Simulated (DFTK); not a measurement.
## BP under changes of volume

One of the cells (11.682 Å³/atom); the others are scaled copies at fixed shape and fractional positions:

```
P B
1.0
     0.00000    2.26900    2.26900
     2.26900    0.00000    2.26900
     2.26900    2.26900    0.00000
P B
1 1
Cartesian
  3.4035 3.4035 3.4035
  0.0000 0.0000 0.0000
```

```yaml
Program: DFTK 0.8.2
Functional: PBEsol
Potentials_or_basis: dojo.nc.sr.pbesol.v0_4_1.standard.upf (PBEsol)
Cutoff: 1034 eV
k_mesh: 10 × 10 × 10
Occupations: fermi-dirac, width 0.05 eV
Spin: no spin polarisation
```

```tsv
volume (Å³/atom)	energy over the lowest point (meV/atom)	pressure (GPa)	gap on the mesh (eV)
10.981	?	?	?
11.214	4.89	5.2	1.09
11.448	0.00	1.5	1.11
11.682	0.31	-1.9	1.14
11.915	5.34	-5.0	1.16
12.149	14.65	-7.8	1.19
12.383	27.86	-10.3	1.21
```

What does the run at 10.981 Å³/atom give?

Energy over the lowest point 15.50 meV/atom; pressure 9.3 GPa; gap on the mesh 1.06 eV.

Worked out: A Birch-Murnaghan fit of order 3 (a polynomial in V^(-2/3)) to the other rows has its minimum at 11.55 Å³/atom with B0 = V·E''(V) = 169 GPa and B' = 3.9. It gives 15.48 meV/atom at 10.981 Å³/atom, against the run's 15.50, and -dE/dV = 9.4 GPa, against 9.3. A straight line through the other rows of the gap, of slope 1.24 eV per unit of ln V, extrapolates to 1.06 eV, against the run's 1.06.

Energies are extrapolated to zero smearing.

A mesh can miss the band edges.
